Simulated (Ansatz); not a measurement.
# ZnH5: from a guess to a relaxed structure, part 2 of 3

The task: take a trial cell of ZnH5 to zero force and stress.

Ansatz 0.2.0; DFT PBE, scalar-relativistic, plane waves, PAW. The steps go on from the part before.

## Step 3: A loose first relaxation

Contents of input.yaml:

```yaml
crystal:
  lattice:
    - [4.33976078, 0.0, 0.0]
    - [-2.16988039, 3.75834308, 0.0]
    - [0.0, 0.0, 3.39524738]
  atoms:
    - { symbol: Zn, position: [0.0, 0.0, 0.0] }
    - { symbol: H, position: [0.5, 0.0, 0.5] }
    - { symbol: H, position: [0.5, 0.5, 0.5] }
    - { symbol: H, position: [0.0, 0.5, 0.5] }
    - { symbol: H, position: [0.33333333, 0.66666667, 0.0] }
    - { symbol: H, position: [0.66666667, 0.33333333, 0.0] }
basis:
  ecutwfc: 420
kpoints:
  mp_grid: { grid: [6, 6, 6] }
hamiltonian:
  xc: pbe
scf:
  occupations: { method: gaussian, width: 0.1 }
  lower_state_search: "off"
output:
  forces: true
  stress: true
  eigenvalues: true
relax:
  adjacent_minimum: "off"
  f_tol: 0.04
  max_steps: 70
  cell: { stress_tol: 0.4 }
```

On the command line:

```
> ansatz run input.yaml --threads 1 --pin off --max-ram 2560MiB --backend cpu --events-out ev --progress --plain --runs-dir out
```

Output:

```text
Warning: RAYON_NUM_THREADS=1 ignored (pool sized by the plan → 1); use --threads N
Engine: ansatz 0.2.0, x86_64-unknown-linux-gnu
Pseudopotentials: kind: paw
Pseudopotential: Zn, paw, valence charge 12, recommended cutoff 420 eV (normal), Zn.paw.azcp
Pseudopotential: H, paw, valence charge 1, recommended cutoff 420 eV (normal), H.paw.azcp
Functional definition: PBE
  parameter kappa = 0.804
  parameter beta = 0.06672455060314922
  exchange = pbe_x(kappa = kappa, mu = beta*pi^2/3)
  correlation = pbe_c(beta = beta)
Crystal: 6 atoms, lattice volume = 55.378 Å³
Basis set: ecut = 420 eV, 1097 PW (Γ), exchange–correlation on 60×60×48 points (8 copies of the dense FFT grid, shifted against one another)
Bands: 15, of which v1, the nominal top of the filled ones, is band 9 counted from 1 (8 counted from 0)
Symmetry: 24 space group operations
Space group: P6/mmm (ITA 191), of the structure as read, at distance tolerance 3.8e-5 Å
k-points: 28 of 216
Non-local potential: Zn, projectors of the file, l = 0: 2, l = 1: 2, l = 2: 3, l = 3: 1
Non-local potential: H, projectors of the file, l = 0: 2, l = 1: 1
PAW form: soft (Blöchl's): semilocal exchange-correlation on the pseudo side does not see the compensation charge
PAW one-centre angular grid: Zn, 590 points (default); XC on 64 Gauss nodes
PAW one-centre angular grid: H, 110 points (default); XC on 64 Gauss nodes
Initial density: superposition of atomic densities (neutral atoms: chi_scale 0, normalization atom), corrected by the library's trained network
Initial wavefunctions: pseudopotential atomic-orbital guess
Functional: x = pbe(κ = 0.804, μ = 0.2195149727645171), c = pbe(β = 0.06672455060314922)
SCF iter   1: F=—  HF=-3389.811471 eV  |F-HF|=—  |Δ(HF+E_count)|=         —  Δρ=1.26e-3  dr2=1.48e-3  ethr=1.77e-3  ⟨swp⟩=5.2  Hψ=2164  notcnv=0
preconditioner: auto → none  [metal: Δε(μ)=0.096 eV  Ē_g=10.478 eV  σ=0.100 eV  W_gap=0.47  n_scr=8 (ndim 8)  ℏωp=20.6 eV  f_vac=0.000  D(μ)=1.99/eV (n_scr^D=20)  sad-step TF]
SCF iter   2: F=—  HF=-3389.814410 eV  |F-HF|=—  |Δ(HF+E_count)|=   2.94e-3  Δρ=9.03e-4  dr2=9.01e-4  ethr=8.73e-6  ⟨swp⟩=1.4  Hψ=672  notcnv=0
SCF iter   3: F=—  HF=-3389.815331 eV  |F-HF|=—  |Δ(HF+E_count)|=   9.20e-4  Δρ=2.20e-4  dr2=2.98e-5  ethr=5.30e-6  ⟨swp⟩=1.8  Hψ=547  notcnv=0
SCF iter   4: F=—  HF=-3389.815324 eV  |F-HF|=—  |Δ(HF+E_count)|=   6.69e-6  Δρ=8.24e-5  dr2=5.68e-6  ethr=1.75e-7  ⟨swp⟩=2.0  Hψ=534  notcnv=0
SCF iter   5: F=—  HF=-3389.815325 eV  |F-HF|=—  |Δ(HF+E_count)|=   1.21e-6  Δρ=9.32e-5  dr2=2.48e-6  ethr=3.34e-8  ⟨swp⟩=2.1  Hψ=603  notcnv=0
SCF iter   6: F=-3389.815329 eV  HF=-3389.815329 eV  |F-HF|=7.95e-9  |Δ(HF+E_count)|=   3.66e-6  Δρ=6.52e-6  dr2=2.84e-8  ethr=5.88e-10  ⟨swp⟩=5.1  Hψ=1790  notcnv=0
SCF 1 converged in 6 iterations: F = -3389.815329 eV  dr2 = 2.84e-8
relax step   1: F+E_penalty+E_count = -3389.81532871 eV  Δ(F+E_penalty+E_count) = +0.000e0 eV  max|allowed force component| = 6.867e-19 eV/Å  Δτ_max = 0.0000 Å  P = -17.177 GPa  Ω = 55.378 Å³  (6 SCF iters, dr2 threshold 1.00e-7 eV, accepted)
Crystal: 6 atoms, lattice volume = 48.482 Å³
Basis set: ecut = 420 eV, 953 PW (Γ), exchange–correlation on 60×60×48 points (8 copies of the dense FFT grid, shifted against one another)
Initial density: handed on by an earlier stage of this run
Initial wavefunctions: those handed on with the density
iter 1 solved again at ethr=4.07e-5 eV; its pass at ethr=3.10e-3 eV (dr2=6.92e-3 eV) is discarded
SCF iter   1: F=—  HF=-3390.582597 eV  |F-HF|=—  |Δ(HF+E_count)|=         —  Δρ=3.38e-3  dr2=6.97e-3  ethr=4.07e-5  ⟨swp⟩=1.1  Hψ=3029  notcnv=0
preconditioner: auto → none  [insulator: Δε(μ)=0.171 eV  Ē_g=11.079 eV  σ=0.100 eV  W_gap=0.65  n_scr=8 (ndim 8)  ℏωp=22.0 eV  f_vac=0.000  D(μ)=1.74/eV (n_scr^D=8)  ε∞_Penn≈4.9]
SCF iter   2: F=—  HF=-3390.581016 eV  |F-HF|=—  |Δ(HF+E_count)|=   1.58e-3  Δρ=1.86e-3  dr2=1.21e-3  ethr=4.07e-5  ⟨swp⟩=2.3  Hψ=597  notcnv=0
SCF iter   3: F=—  HF=-3390.580821 eV  |F-HF|=—  |Δ(HF+E_count)|=   1.95e-4  Δρ=9.12e-4  dr2=4.07e-4  ethr=7.12e-6  ⟨swp⟩=2.0  Hψ=577  notcnv=0
SCF iter   4: F=—  HF=-3390.580695 eV  |F-HF|=—  |Δ(HF+E_count)|=   1.26e-4  Δρ=1.80e-4  dr2=9.78e-6  ethr=2.39e-6  ⟨swp⟩=2.2  Hψ=615  notcnv=0
iter 5 did not close the SCF: its close was put off for the readings that it lacked (scf_convergence_deferred on its scf_iter line)
SCF iter   5: F=-3390.580700 eV  HF=-3390.580700 eV  |F-HF|=1.99e-8  |Δ(HF+E_count)|=   4.66e-6  Δρ=1.90e-5  dr2=7.78e-8  ethr=5.75e-8  ⟨swp⟩=2.0  Hψ=547  notcnv=0
SCF iter   6: F=-3390.580700 eV  HF=-3390.580700 eV  |F-HF|=2.26e-9  |Δ(HF+E_count)|=   3.99e-8  Δρ=4.62e-6  dr2=5.27e-9  ethr=4.58e-10  ⟨swp⟩=2.4  Hψ=1423  notcnv=0
SCF 2 converged in 6 iterations: F = -3390.580700 eV  dr2 = 5.27e-9
relax step   2: F+E_penalty+E_count = -3390.58069960 eV  Δ(F+E_penalty+E_count) = -7.654e-1 eV  max|allowed force component| = 7.228e-19 eV/Å  Δτ_max = 0.0000 Å  P = -17.434 GPa  Ω = 48.482 Å³  energy of the carried Pulay correction = +7.084e-3 eV  (6 SCF iters, dr2 threshold 6.00e-7 eV, accepted)
Crystal: 6 atoms, lattice volume = 43.261 Å³
Basis set: ecut = 420 eV, 875 PW (Γ), exchange–correlation on 60×60×48 points (8 copies of the dense FFT grid, shifted against one another)
iter 1 solved again at ethr=4.47e-5 eV; its pass at ethr=3.10e-3 eV (dr2=7.60e-3 eV) is discarded
SCF iter   1: F=—  HF=-3391.186443 eV  |F-HF|=—  |Δ(HF+E_count)|=         —  Δρ=3.88e-3  dr2=7.52e-3  ethr=4.47e-5  ⟨swp⟩=1.5  Hψ=3474  notcnv=0
preconditioner: auto → none  [metal: Δε(μ)=0.057 eV  Ē_g=11.726 eV  σ=0.100 eV  W_gap=0.31  n_scr=8 (ndim 8)  ℏωp=23.3 eV  f_vac=0.000  D(μ)=1.02/eV (n_scr^D=8)]
SCF iter   2: F=—  HF=-3391.184341 eV  |F-HF|=—  |Δ(HF+E_count)|=   2.10e-3  Δρ=1.34e-3  dr2=5.34e-4  ethr=4.42e-5  ⟨swp⟩=2.3  Hψ=634  notcnv=0
SCF iter   3: F=—  HF=-3391.184233 eV  |F-HF|=—  |Δ(HF+E_count)|=   1.08e-4  Δρ=6.64e-4  dr2=1.08e-4  ethr=3.14e-6  ⟨swp⟩=2.0  Hψ=591  notcnv=0
SCF iter   4: F=—  HF=-3391.184212 eV  |F-HF|=—  |Δ(HF+E_count)|=   2.11e-5  Δρ=1.76e-4  dr2=7.07e-6  ethr=6.36e-7  ⟨swp⟩=2.1  Hψ=615  notcnv=0
iter 5 did not close the SCF: its close was put off for the readings that it lacked (scf_convergence_deferred on its scf_iter line)
SCF iter   5: F=-3391.184215 eV  HF=-3391.184215 eV  |F-HF|=4.72e-8  |Δ(HF+E_count)|=   2.52e-6  Δρ=1.98e-5  dr2=7.64e-8  ethr=4.16e-8  ⟨swp⟩=2.5  Hψ=635  notcnv=0
SCF iter   6: F=-3391.184215 eV  HF=-3391.184215 eV  |F-HF|=3.03e-9  |Δ(HF+E_count)|=   6.81e-8  Δρ=6.55e-6  dr2=8.87e-9  ethr=4.49e-10  ⟨swp⟩=3.4  Hψ=1818  notcnv=0
the search or the solves at the SCF's close seem to have found levels that the self-consistency loop had missed (the run counts 1). By its estimate they hold under 1e-12 electrons; where the run keeps them, the occupations were computed again with them
SCF 3 converged in 6 iterations: F = -3391.184215 eV  dr2 = 8.87e-9
relax step   3: F+E_penalty+E_count = -3391.18421497 eV  Δ(F+E_penalty+E_count) = -6.035e-1 eV  max|allowed force component| = 1.446e-18 eV/Å  Δτ_max = 0.0000 Å  P = -16.578 GPa  Ω = 43.261 Å³  energy of the carried Pulay correction = +1.314e-2 eV  (6 SCF iters, dr2 threshold 6.00e-7 eV, accepted)
Crystal: 6 atoms, lattice volume = 39.209 Å³
Basis set: ecut = 420 eV, 777 PW (Γ), exchange–correlation on 60×60×48 points (8 copies of the dense FFT grid, shifted against one another)
iter 1 solved again at ethr=5.80e-5 eV; its pass at ethr=3.10e-3 eV (dr2=9.86e-3 eV) is discarded
SCF iter   1: F=—  HF=-3391.646990 eV  |F-HF|=—  |Δ(HF+E_count)|=         —  Δρ=4.42e-3  dr2=9.54e-3  ethr=5.80e-5  ⟨swp⟩=1.8  Hψ=3917  notcnv=0
preconditioner: auto → none  [insulator: Δε(μ)=0.112 eV  Ē_g=12.341 eV  σ=0.100 eV  W_gap=0.56  n_scr=8 (ndim 8)  ℏωp=24.5 eV  f_vac=0.000  D(μ)=0.74/eV (n_scr^D=6)  ε∞_Penn≈4.9]
SCF iter   2: F=—  HF=-3391.644174 eV  |F-HF|=—  |Δ(HF+E_count)|=   2.82e-3  Δρ=1.34e-3  dr2=4.22e-4  ethr=5.61e-5  ⟨swp⟩=2.5  Hψ=714  notcnv=0
SCF iter   3: F=—  HF=-3391.644008 eV  |F-HF|=—  |Δ(HF+E_count)|=   1.67e-4  Δρ=7.11e-4  dr2=1.10e-4  ethr=2.48e-6  ⟨swp⟩=2.9  Hψ=783  notcnv=0
SCF iter   4: F=—  HF=-3391.643986 eV  |F-HF|=—  |Δ(HF+E_count)|=   2.19e-5  Δρ=1.90e-4  dr2=6.82e-6  ethr=6.45e-7  ⟨swp⟩=2.5  Hψ=624  notcnv=0
iter 5 did not close the SCF: its close was put off for the readings that it lacked (scf_convergence_deferred on its scf_iter line)
SCF iter   5: F=-3391.643987 eV  HF=-3391.643987 eV  |F-HF|=9.52e-9  |Δ(HF+E_count)|=   9.26e-7  Δρ=1.43e-5  dr2=4.03e-8  ethr=4.01e-8  ⟨swp⟩=1.6  Hψ=493  notcnv=0
SCF iter   6: F=-3391.643987 eV  HF=-3391.643987 eV  |F-HF|=3.96e-11  |Δ(HF+E_count)|=   3.05e-8  Δρ=2.08e-6  dr2=7.99e-10  ethr=2.37e-10  ⟨swp⟩=4.9  Hψ=2469  notcnv=0
SCF 4 converged in 6 iterations: F = -3391.643987 eV  dr2 = 7.99e-10
relax step   4: F+E_penalty+E_count = -3391.64398688 eV  Δ(F+E_penalty+E_count) = -4.598e-1 eV  max|allowed force component| = 4.156e-19 eV/Å  Δτ_max = 0.0000 Å  P = -14.658 GPa  Ω = 39.209 Å³  energy of the carried Pulay correction = +1.832e-2 eV  (6 SCF iters, dr2 threshold 6.00e-7 eV, accepted)
Crystal: 6 atoms, lattice volume = 34.691 Å³
Basis set: ecut = 420 eV, 681 PW (Γ), exchange–correlation on 60×60×48 points (8 copies of the dense FFT grid, shifted against one another)
iter 1 solved again at ethr=8.59e-5 eV; its pass at ethr=3.10e-3 eV (dr2=1.46e-2 eV) is discarded
SCF iter   1: F=—  HF=-3392.032297 eV  |F-HF|=—  |Δ(HF+E_count)|=         —  Δρ=6.67e-3  dr2=1.45e-2  ethr=8.59e-5  ⟨swp⟩=1.4  Hψ=4082  notcnv=0
preconditioner: auto → none  [metal: Δε(μ)=0.050 eV  Ē_g=13.171 eV  σ=0.100 eV  W_gap=0.26  n_scr=8 (ndim 8)  ℏωp=26.0 eV  f_vac=0.000  D(μ)=0.89/eV (n_scr^D=6)]
SCF iter   2: F=—  HF=-3392.028128 eV  |F-HF|=—  |Δ(HF+E_count)|=   4.17e-3  Δρ=1.81e-3  dr2=6.99e-4  ethr=8.54e-5  ⟨swp⟩=3.1  Hψ=822  notcnv=0
SCF iter   3: F=—  HF=-3392.027817 eV  |F-HF|=—  |Δ(HF+E_count)|=   3.11e-4  Δρ=1.06e-3  dr2=2.12e-4  ethr=4.11e-6  ⟨swp⟩=2.5  Hψ=817  notcnv=0
SCF iter   4: F=—  HF=-3392.027777 eV  |F-HF|=—  |Δ(HF+E_count)|=   4.00e-5  Δρ=2.32e-4  dr2=8.78e-6  ethr=1.24e-6  ⟨swp⟩=2.7  Hψ=673  notcnv=0
iter 5 did not close the SCF: its close was put off for the readings that it lacked (scf_convergence_deferred on its scf_iter line)
SCF iter   5: F=-3392.027779 eV  HF=-3392.027779 eV  |F-HF|=3.11e-8  |Δ(HF+E_count)|=   1.80e-6  Δρ=2.42e-5  dr2=1.00e-7  ethr=5.16e-8  ⟨swp⟩=2.2  Hψ=597  notcnv=0
SCF iter   6: F=-3392.027779 eV  HF=-3392.027779 eV  |F-HF|=2.19e-10  |Δ(HF+E_count)|=   5.13e-8  Δρ=2.90e-6  dr2=1.56e-9  ethr=5.90e-10  ⟨swp⟩=6.9  Hψ=2948  notcnv=0
SCF 5 converged in 6 iterations: F = -3392.027779 eV  dr2 = 1.56e-9
relax step   5: F+E_penalty+E_count = -3392.02777902 eV  Δ(F+E_penalty+E_count) = -3.838e-1 eV  max|allowed force component| = 9.848e-19 eV/Å  Δτ_max = 0.0000 Å  P = -9.554 GPa  Ω = 34.691 Å³  energy of the carried Pulay correction = +2.461e-2 eV  (6 SCF iters, dr2 threshold 6.00e-7 eV, accepted)
Crystal: 6 atoms, lattice volume = 30.530 Å³
Basis set: ecut = 420 eV, 609 PW (Γ), exchange–correlation on 60×60×48 points (8 copies of the dense FFT grid, shifted against one another)
iter 1 solved again at ethr=1.11e-4 eV; its pass at ethr=3.10e-3 eV (dr2=1.88e-2 eV) is discarded
SCF iter   1: F=—  HF=-3392.188404 eV  |F-HF|=—  |Δ(HF+E_count)|=         —  Δρ=8.93e-3  dr2=1.92e-2  ethr=1.11e-4  ⟨swp⟩=1.9  Hψ=4278  notcnv=0
preconditioner: auto → none  [metal: Δε(μ)=0.016 eV  Ē_g=14.141 eV  σ=0.100 eV  W_gap=0.09  n_scr=8 (ndim 8)  ℏωp=27.7 eV  f_vac=0.000  D(μ)=1.13/eV (n_scr^D=8)]
SCF iter   2: F=—  HF=-3392.183115 eV  |F-HF|=—  |Δ(HF+E_count)|=   5.29e-3  Δρ=2.08e-3  dr2=7.03e-4  ethr=1.11e-4  ⟨swp⟩=3.1  Hψ=937  notcnv=0
SCF iter   3: F=—  HF=-3392.182674 eV  |F-HF|=—  |Δ(HF+E_count)|=   4.41e-4  Δρ=1.41e-3  dr2=3.07e-4  ethr=4.13e-6  ⟨swp⟩=2.6  Hψ=912  notcnv=0
SCF iter   4: F=—  HF=-3392.182617 eV  |F-HF|=—  |Δ(HF+E_count)|=   5.73e-5  Δρ=2.55e-4  dr2=8.67e-6  ethr=1.80e-6  ⟨swp⟩=2.6  Hψ=603  notcnv=0
iter 5 did not close the SCF: its close was put off for the readings that it lacked (scf_convergence_deferred on its scf_iter line)
SCF iter   5: F=-3392.182618 eV  HF=-3392.182618 eV  |F-HF|=3.17e-8  |Δ(HF+E_count)|=   1.46e-6  Δρ=4.20e-5  dr2=2.59e-7  ethr=5.10e-8  ⟨swp⟩=2.4  Hψ=611  notcnv=0
SCF iter   6: F=-3392.182618 eV  HF=-3392.182618 eV  |F-HF|=2.73e-9  |Δ(HF+E_count)|=   7.95e-8  Δρ=6.36e-6  dr2=6.41e-9  ethr=1.52e-9  ⟨swp⟩=7.8  Hψ=3073  notcnv=0
SCF 6 converged in 6 iterations: F = -3392.182618 eV  dr2 = 6.41e-9
relax step   6: F+E_penalty+E_count = -3392.18261827 eV  Δ(F+E_penalty+E_count) = -1.548e-1 eV  max|allowed force component| = 6.385e-19 eV/Å  Δτ_max = 0.0000 Å  P = +0.233 GPa  Ω = 30.530 Å³  energy of the carried Pulay correction = +3.097e-2 eV  (6 SCF iters, dr2 threshold 6.00e-7 eV, accepted)
Crystal: 6 atoms, lattice volume = 30.585 Å³
iter 1 solved again at ethr=7.93e-8 eV; its pass at ethr=3.10e-3 eV (dr2=1.35e-5 eV) is discarded
SCF iter   1: F=—  HF=-3392.182786 eV  |F-HF|=—  |Δ(HF+E_count)|=         —  Δρ=1.50e-4  dr2=6.93e-6  ethr=7.93e-8  ⟨swp⟩=3.9  Hψ=3633  notcnv=0
preconditioner: auto → none  [metal: Δε(μ)=0.053 eV  Ē_g=14.263 eV  σ=0.100 eV  W_gap=0.29  n_scr=8 (ndim 8)  ℏωp=27.7 eV  f_vac=0.000  D(μ)=0.97/eV (n_scr^D=6)]
SCF iter   2: F=—  HF=-3392.182783 eV  |F-HF|=—  |Δ(HF+E_count)|=   3.30e-6  Δρ=6.71e-5  dr2=7.68e-7  ethr=4.08e-8  ⟨swp⟩=2.3  Hψ=613  notcnv=0
iter 3 did not close the SCF: its close was put off for the readings that it lacked (scf_convergence_deferred on its scf_iter line)
SCF iter   3: F=-3392.182783 eV  HF=-3392.182783 eV  |F-HF|=1.18e-7  |Δ(HF+E_count)|=   1.24e-7  Δρ=2.70e-5  dr2=1.44e-7  ethr=4.52e-9  ⟨swp⟩=2.1  Hψ=617  notcnv=0
iter 4 did not close the SCF: its close was put off for the readings that it lacked (scf_convergence_deferred on its scf_iter line)
SCF iter   4: F=-3392.182783 eV  HF=-3392.182783 eV  |F-HF|=1.93e-9  |Δ(HF+E_count)|=   3.00e-8  Δρ=7.83e-6  dr2=1.11e-8  ethr=8.47e-10  ⟨swp⟩=2.6  Hψ=707  notcnv=0
iter 5 did not close the SCF: its close was put off for the readings that it lacked (scf_convergence_deferred on its scf_iter line)
SCF iter   5: F=-3392.182783 eV  HF=-3392.182783 eV  |F-HF|=3.46e-11  |Δ(HF+E_count)|=  6.12e-10  Δρ=1.46e-6  dr2=3.76e-10  ethr=6.51e-11  ⟨swp⟩=2.4  Hψ=663  notcnv=0
SCF iter   6: F=-3392.182783 eV  HF=-3392.182783 eV  |F-HF|=8.64e-12  |Δ(HF+E_count)|=  7.14e-11  Δρ=3.48e-7  dr2=1.54e-11  ethr=2.21e-12  ⟨swp⟩=2.4  Hψ=1573  notcnv=0
SCF 7 converged in 6 iterations: F = -3392.182783 eV  dr2 = 1.54e-11
relax step   7: F+E_penalty+E_count = -3392.18278278 eV  Δ(F+E_penalty+E_count) = -1.645e-4 eV  max|allowed force component| = 1.156e-18 eV/Å  Δτ_max = 0.0000 Å  P = +0.070 GPa  Ω = 30.585 Å³  energy of the carried Pulay correction = +3.089e-2 eV  (6 SCF iters, dr2 threshold 6.00e-7 eV, accepted)
Basis set: ecut = 420 eV, 609 PW (Γ), exchange–correlation on 50×50×36 points (8 copies of the dense FFT grid, shifted against one another)
Initial wavefunctions: pseudopotential atomic-orbital guess (no wavefunctions were taken with the density)
iter 1 solved again at ethr=1.86e-7 eV; its pass at ethr=3.10e-3 eV (dr2=3.16e-5 eV) is discarded
SCF iter   1: F=—  HF=-3392.173653 eV  |F-HF|=—  |Δ(HF+E_count)|=         —  Δρ=7.79e-4  dr2=2.72e-5  ethr=1.86e-7  ⟨swp⟩=2.6  Hψ=2978  notcnv=0
SCF iter   2: F=—  HF=-3392.173732 eV  |F-HF|=—  |Δ(HF+E_count)|=   7.90e-5  Δρ=5.52e-4  dr2=2.82e-5  ethr=1.60e-7  ⟨swp⟩=2.0  Hψ=643  notcnv=0
SCF iter   3: F=—  HF=-3392.173760 eV  |F-HF|=—  |Δ(HF+E_count)|=   2.74e-5  Δρ=1.54e-4  dr2=3.84e-6  ethr=1.60e-7  ⟨swp⟩=2.1  Hψ=629  notcnv=0
SCF iter   4: F=—  HF=-3392.173755 eV  |F-HF|=—  |Δ(HF+E_count)|=   4.25e-6  Δρ=2.06e-5  dr2=2.50e-8  ethr=2.26e-8  ⟨swp⟩=2.0  Hψ=632  notcnv=0
iter 5 did not close the SCF: its close was put off for the readings that it lacked (scf_convergence_deferred on its scf_iter line)
SCF iter   5: F=-3392.173755 eV  HF=-3392.173755 eV  |F-HF|=2.88e-9  |Δ(HF+E_count)|=   1.04e-7  Δρ=3.78e-6  dr2=1.24e-9  ethr=1.47e-10  ⟨swp⟩=2.0  Hψ=633  notcnv=0
SCF iter   6: F=-3392.173755 eV  HF=-3392.173755 eV  |F-HF|=1.82e-12  |Δ(HF+E_count)|=   3.05e-9  Δρ=3.17e-7  dr2=1.67e-11  ethr=7.27e-12  ⟨swp⟩=1.6  Hψ=1236  notcnv=0
SCF 8 converged in 6 iterations: F = -3392.173755 eV  dr2 = 1.67e-11
relax step   8: F+E_penalty+E_count = -3392.17375550 eV  Δ(F+E_penalty+E_count) = +9.027e-3 eV  max|allowed force component| = 9.396e-19 eV/Å  Δτ_max = 0.0000 Å  P = -0.165 GPa  Ω = 30.585 Å³  stress off target by 1.75e-1 GPa  SCF on the basis re-selected at this cell (its energy is not comparable with the rows above)  (6 SCF iters)
basis re-selected at this cell: Δ(F+E_penalty+E_count) = +9.027e-3 eV, ΔP = -0.236 GPa vs the last step (what re-selecting the basis moved, of the pressure what is left beyond the Pulay correction that the steps carried, after the strain that the cell walked since its last selection, with what the two solves' SCF thresholds leave and, on support functions, any second-order correction that the steps lacked; it is no measure of the basis error at this ecutwfc). The dense FFT grid was sized anew with the basis: this SCF ran on 25×25×18 points, the steps before it on 30×30×24, so part of this shift can come from that change (see relax.cell in the input reference). This SCF's stress stands 1.75e-1 GPa from its target on what of the cell is left free (relax.cell.stress_tol is 4.00e-1 GPa) and its largest allowed force component is 9.40e-19 eV/Å (relax.f_tol is 4.00e-2 eV/Å): within both
SCF converged after 6 iterations
Free energy (F): -3392.173755 eV
Harris-Foulkes:  -3392.173755 eV  (|F-HF|=1.82e-12)
Internal energy: -3392.168918 eV  (E = F + TS)
E sigma→0 (E₀):  -3392.171337 eV
Entropy (-TS):   -0.004837 eV (-0.806 meV/atom)
Fermi energy:    7.044787 eV
--- Per-component energies (eV) ---
  E_band       = 9.122485
  E_kinetic    = 192.505861
  E_local      = -1808.067796  (includes V_loc(G=0)·N_el)
  E_nonlocal   = 619.910269
  E_hartree    = 755.746116
  E_xc         = -180.165966
  E_vxc        = -107.926611  (∫ρ·V_xc dr)
  E_paw        = -1829.504589  (= ΣΔE_a)
  E_vpaw       = -398.786999  (= ΣTr[D̂ρ^β])
  E_aug_tail   = -0.004529  (compensation charges beyond the density's cutoff)
  E_ewald      = -1142.588283
  E_smearing   = -0.004837  (= −TS)
  E_closure    = 0.000000  (closes the sum)
  Σ components = -3392.173755   (vs F -3392.173755, Δ=0.00e0)
--- Forces (eV/Å), atoms counted from 1 ---
  atom   1  Zn     0.00000000    -0.00000000     0.00000000
  atom   2  H     -0.00000000     0.00000000     0.00000000
  atom   3  H      0.00000000     0.00000000     0.00000000
  atom   4  H      0.00000000     0.00000000     0.00000000
  atom   5  H      0.00000000    -0.00000000     0.00000000
  atom   6  H     -0.00000000     0.00000000    -0.00000000
  max |Σ_I F_I| component: 1.81e-19 eV/Å
--- Stress (GPa, compression-positive) ---
       -0.160652       0.000000       0.000000
        0.000000      -0.160652       0.000000
        0.000000       0.000000      -0.174795
  P = ⅓ Tr σ = -0.1654 GPa (-1.654 kbar)
--- Band table (eV; the first three rows and the last of 28) ---
  k-point 0: bands = ["-6.4768", "-0.9954", "-0.5344", "-0.5344", "0.0929", "0.0929", "5.6352", "7.0344", "7.0344", "10.2081", "10.4525", "10.4525", "13.2461", "18.5465", "27.6203"]
  k-point 1: bands = ["-5.8582", "-0.7518", "-0.4520", "-0.4520", "-0.0769", "-0.0769", "6.0968", "7.3605", "7.3605", "8.9767", "10.7257", "11.2552", "11.2552", "21.7782", "23.3670"]
  k-point 2: bands = ["-4.0451", "-0.3870", "-0.3870", "-0.3355", "-0.2892", "-0.2892", "4.0064", "7.2706", "8.2035", "8.2035", "12.0638", "13.4536", "13.4536", "18.7549", "19.2639"]
  k-point 27: bands = ["-1.0991", "-1.0991", "-0.3462", "-0.3462", "0.1840", "3.4507", "3.4507", "3.7617", "3.7617", "4.7867", "7.9940", "13.3921", "18.2384", "18.2384", "22.0866"]
--- Relaxed structure (7 steps of the walk, 7 accepted, 1 SCFs on fresh bases) ---
  F+E_penalty+E_count = -3392.17375550 eV   max|allowed force component| = 9.396e-19 eV/Å   (the final SCF, on the basis selected at the relaxed cell)
  cell:  # Å, volume = 30.5848 Å³
    - [3.7108582895374305, -7.089988714070032e-33, -2.9237066862144464e-34]
    - [-1.8554291447687152, 3.213697548583484, -2.709100335538434e-17]
    - [2.287385865695424e-34, -2.4473725837072486e-17, 2.5646360414105454]
  atoms:
    - { symbol: Zn, position: [3.563309129256652e-35, 1.2496871314926268e-36, -1.7849439974845202e-37] }
    - { symbol: H, position: [0.49999999999999994, 7.703719777548943e-34, 0.5] }
    - { symbol: H, position: [0.49999999999999994, 0.49999999999999994, 0.5] }
    - { symbol: H, position: [1.903860387224358e-18, 0.49999999999999994, 0.5] }
    - { symbol: H, position: [0.3333333333333333, 0.6666666666666666, 1.5407439555097887e-33] }
    - { symbol: H, position: [0.6666666666666666, 0.3333333333333333, 7.703719777548943e-34] }
```

It took 18 s on 1 thread of Intel Xeon at 2.70GHz, shared host; peak memory 0.35 GiB.

The steps of the relaxation:

```
step  energy from step 1 (eV/cell)  largest force component (eV/Å)  pressure (GPa)  volume (Å³)
   1                        0.0000                          0.0000          -17.18        55.38
   2                       -0.7654                          0.0000          -17.43        48.48
   3                       -1.3689                          0.0000          -16.58        43.26
   4                       -1.8287                          0.0000          -14.66        39.21
   5                       -2.2124                          0.0000           -9.55        34.69
   6                       -2.3673                          0.0000            0.23        30.53
   7                       -2.3675                          0.0000            0.07        30.58
   8                       -2.3584                          0.0000           -0.17        30.58
```

Step 1 is the start. Step 8 repeats the geometry before it on a plane-wave basis chosen anew for that cell, so its energy need not be comparable with the rows above.

|  | before | after | change |
| --- | --- | --- | --- |
| a (Å) | 4.340 | 3.711 | -14.5 % |
| b (Å) | 4.340 | 3.711 | -14.5 % |
| c (Å) | 3.395 | 2.565 | -24.5 % |
| volume (Å³/atom) | 9.23 | 5.10 | -44.8 % |
| shortest distance (Å) | 2.110 | 1.671 | -20.8 % |
| space group (0.01 Å) | P6/mmm | P6/mmm | same |

The run keeps the 24 symmetry operations of the start, so it could not have lowered the symmetry.

[end of part 2 of 3]
